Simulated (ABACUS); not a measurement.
The system is Cu.

```xyz
1
Lattice="-1.8075 0.0000 1.8075 0.0000 1.8075 1.8075 -1.8075 1.8075 0.0000" Properties=species:S:1:pos:R:3 pbc="T T T"
Cu    0.0000    0.0000    0.0000
```

| Quantity | Value |
| --- | --- |
| Program | ABACUS 3.10.1 |
| Task | relaxation of cell and atoms |
| Functional | OLYP |
| Potentials or basis | SG15 ONCV 1.2 PBE |
| Cutoff | 1252 eV |
| Density cutoff | 5007 eV |
| Basis | plane waves |
| k mesh | 10 × 10 × 10 |
| Occupations | fermi-dirac, width 0.05 eV |
| Spin | no spin polarisation |

At the start: pressure 6.0 GPa; volume 11.81 Å³/atom.

Where does the relaxation end?

Over 5 steps the energy falls by 9.9 meV/atom and the volume is 12.36 Å³/atom (+4.7 %); space group Fm-3m (No. 225, to 0.05 Å).

Step by step:
```
step  energy change (eV)  largest force (eV/Å)  pressure (GPa)  volume (Å³)
   1              0.0000                0.0000            6.05        11.81
   2             -0.0082                0.0000           -2.26        12.62
   3             -0.0099                0.0000            0.10        12.36
   4             -0.0099                0.0000           -0.04        12.36
   5             -0.0099                0.0000            0.02        12.36
```

Final structure:
```cif
data_structure
_symmetry_space_group_name_H-M 'P 1'
_symmetry_Int_Tables_number 1
_cell_length_a 2.5956
_cell_length_b 2.5956
_cell_length_c 2.5956
_cell_angle_alpha 60.000
_cell_angle_beta 60.000
_cell_angle_gamma 60.000
_cell_volume 12.36
loop_
_atom_site_label
_atom_site_type_symbol
_atom_site_fract_x
_atom_site_fract_y
_atom_site_fract_z
_atom_site_occupancy
Cu1 Cu 0.00000 0.00000 0.00000 1
```

Caveat: the potentials were made for another functional, which shifts forces and pressure.
